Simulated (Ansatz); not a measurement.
Write the native input for Ansatz 0.2.0 that does the following.

- Task: relaxation of cell and atoms
- Functional: PBEsol
- Potentials or basis: Ansatz PAW
- Cutoff: 420 eV (not typed: the program's choice for these potentials)
- k mesh: 10 × 10 × 6
- Occupations: fermi-dirac, width 0.05 eV
- Spin: no spin polarisation
- Hubbard terms: Ta d U = 5 eV
- Hubbard projectors: ortho-atomic (the default)
- Double counting: fll (the default)

Crystal: Ta2C.

```
Ta C
1.0
     3.10590    0.00000    0.00000
    -1.55295    2.68979    0.00000
     0.00000    0.00000    4.94640
Ta C
2 1
Direct
  0.66667 0.33333 0.74799
  0.33333 0.66667 0.25201
  0.00000 0.00000 0.00000
```

These files were run (other wordings do the same):

input.yaml

```yaml
crystal:
  lattice:
    - [3.1059, 0.0, 0.0]
    - [-1.55295, 2.6897883016, 0.0]
    - [0.0, 0.0, 4.9464]
  atoms:
    - { symbol: Ta, position: [0.6666666667, 0.3333333333, 0.74799] }
    - { symbol: Ta, position: [0.3333333333, 0.6666666667, 0.25201] }
    - { symbol: C, position: [0.0, 0.0, 0.0] }
hamiltonian:
  xc: pbesol
  pseudopotentials: { kind: paw }
  hubbard: { sites: [{ species: Ta, l: d, u_eff: 5.0 }] }
kpoints:
  mp_grid: { grid: [10, 10, 6] }
scf:
  occupations: { method: fermi_dirac, width: 0.05 }
output:
  forces: true
  stress: true
  eigenvalues: true
relax:
  f_tol: 0.01
  max_steps: 40
  cell: { stress_tol: 0.05 }
```

Potentials or basis: Ansatz PAW.

Run with:

```sh
$ ansatz run input.yaml --threads 2 --pin off --max-ram 5632MiB --backend cpu --events-out ev --progress --plain --runs-dir out
```

Results of the run:

```yaml
Relaxed_volume: 13.77 Å³/atom
Relaxed_cell: a = 3.107 Å, b = 3.107 Å, c = 4.938 Å, α = 90.00°, β = 90.00°, γ = 120.00°
Space_group_after_relaxing_to_0.05_Å: P-3m1 (No. 164)
Energy_gained_by_relaxing: 1.1 meV/atom
Ionic_steps: 5
Pressure_after_relaxing: 0.0 GPa
Band_gap_on_the_k_mesh: none (metal or under the smearing width)
```

Caveat: the plane-wave basis is chosen anew once the cell has moved, so the energies of steps on either side of that aren't comparable; U without spin polarisation on a metal has little footing; the PAW data sets come from PBE, with cores solved anew for the run's functional, which leaves a small shift of forces and pressure; the U is typed as a test and isn't derived for this compound.

Wall time 16 s on 2 threads of Arm Neoverse V2 (shared host), peak memory 0.39 GiB.
